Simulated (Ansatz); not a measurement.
**Cr: pressure against volume**

Cr, Im-3m, a = 2.848 Å. Ansatz: PBE, PAW, 420 eV, Γ-centred 20×20×20 mesh on 1 atom, Gaussian smearing 0.10 eV; no spin polarisation. Symmetry fixes shape and atoms, so the cell is only scaled; pressure is positive in compression.

| V (Å³/atom) | P (GPa) |
| --- | --- |
| 10.855 | ? |
| 11.202 | 8.39 |
| 11.548 | 0.00 |
| 11.895 | -7.16 |
| 12.241 | -13.28 |

Q: Take V0 = 11.548 Å³/atom, fit the third-order Birch–Murnaghan form to the other rows, and predict the missing pressure.

A: With the Eulerian strain f = ½[(V0/V)^(2/3) − 1] and y = P/[3f(1 + 2f)^(5/2)], the form is the line y = B0 + 1.5 B0 (B0′ − 4) f. Rows (f, y): 0.01024, 259.6; -0.00977, 256.6; -0.01905, 256.1. Means f = -0.006193, y = 257.43; Σ(Δf)² = 0.0004481, ΣΔfΔy = 0.05573; the slope is their ratio. y = 258.2 + 124.4 f GPa, so B0 = 258.2 GPa and B0′ = 4 + 2 × (124.4)/(3 × 258.2) = 4.32. At V = 10.855, f = 0.02106, y = 260.82 and P = 18.27 GPa. The run gave 18.22 GPa, so the fit is 0.05 GPa too high, a small miss on the scale of the series. The form still works here, 33 % of the fitted range beyond its end.